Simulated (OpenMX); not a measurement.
Runs of OpenMX 3.8.5 on BaTiO3. It takes space group P4mm (No. 99, tetragonal). Conventional cell: a = 4.000 Å, b = 4.000 Å, c = 4.018 Å, α = 90.00°, β = 90.00°, γ = 90.00°. Ba (site symmetry 4mm) has 12 O at 2.79 to 2.88 Å as nearest neighbours. Ti (site symmetry 4mm) has 6 O at 1.89 to 2.13 Å as nearest neighbours. O (site symmetry 2mm) has 2 Ti at 2.00 Å as nearest neighbours. O (site symmetry 4mm) has 2 Ti at 1.89 to 2.13 Å as nearest neighbours. 

```tsv
task	level	potentials or basis	cell	k mesh	gap on the mesh (eV)	pressure (GPa)	largest force (eV/Å)
single point	PBE	OpenMX 2013 PBE set, Ba10.0-s3p2d2, Ti7.0-s3p2d2, O6.0-s2p2d1, grid cutoff 400 Ry	atoms moved at random, drawn with an rms of 0.05 Å	7 × 7 × 7	1.53	4.4	0.53
band structure	LDA	OpenMX 2013 LDA set, Ba10.0-s3p2d2, Ti7.0-s3p2d2, O6.0-s2p2d1, grid cutoff 400 Ry	as given	5 × 5 × 5	(a)	-6.5	(b)
band structure	PBE	OpenMX 2013 PBE set, Ba10.0-s3p2d2, Ti7.0-s3p2d2, O6.0-s2p2d1, grid cutoff 400 Ry	as given	5 × 5 × 5	1.55	3.9	0.45
single point	PBE	OpenMX 2013 PBE set, Ba10.0-s3p2d2, Ti7.0-s3p2d2, O6.0-s2p2d1, grid cutoff 400 Ry	as given	7 × 7 × 7	1.50	3.9	0.42
```

Alike in all rows: no spin polarisation; smearing fermi-dirac 0.05 eV.

Task: Estimate the missing entries.

Result: (a) 1.48; (b) 0.50.

Caveats: spin-orbit coupling is left out, which moves the levels of the heavy elements; the basis of atomic orbitals isn't converged, which shifts pressures, moduli and gaps; an odd mesh through Γ misses points on the zone boundary, where band edges often lie (some runs); the mesh misses the band edges, which the band path finds closer together (some runs).

A k mesh can miss the band edges, and the runs leave out spin-orbit coupling on Ba.
